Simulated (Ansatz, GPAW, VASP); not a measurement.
# One calculation of ZnCu, 3 ways

```
Zn Cu
1.0
     2.94500    0.00000    0.00000
     0.00000    2.94500    0.00000
     0.00000    0.00000    2.94500
Zn Cu
1 1
Cartesian
  1.4725 1.4725 1.4725
  0.0000 0.0000 0.0000
```

Alike in all runs: task single point; functional RPBE; k mesh 9 × 9 × 9; occupations gaussian, width 0.02 eV; no spin polarisation; no spin-orbit coupling. Pressure is positive in compression and, in plane waves, holds the error of the finite cutoff.

```csv
program and potentials,plane-wave cutoff (eV),notes,pressure (GPa)
"GPAW, the program's PAW data sets (release 1.2.1) made for this functional",600,11.5 valence electrons an atom on average,7.48
"VASP, PBE PAW files Cu_pv, Zn, 520 eV",520,potentials made for PBE; 14.5 valence electrons an atom on average,6.04
"Ansatz, all-electron LAPW, scalar-relativistic",-,-,?
```

Q: Estimate from the other rows what the run with Ansatz, all-electron LAPW, scalar-relativistic gave.

A: Pressure 6.79 GPa. The other rows, which needn't bracket it: pressure 6.04 to 7.48.
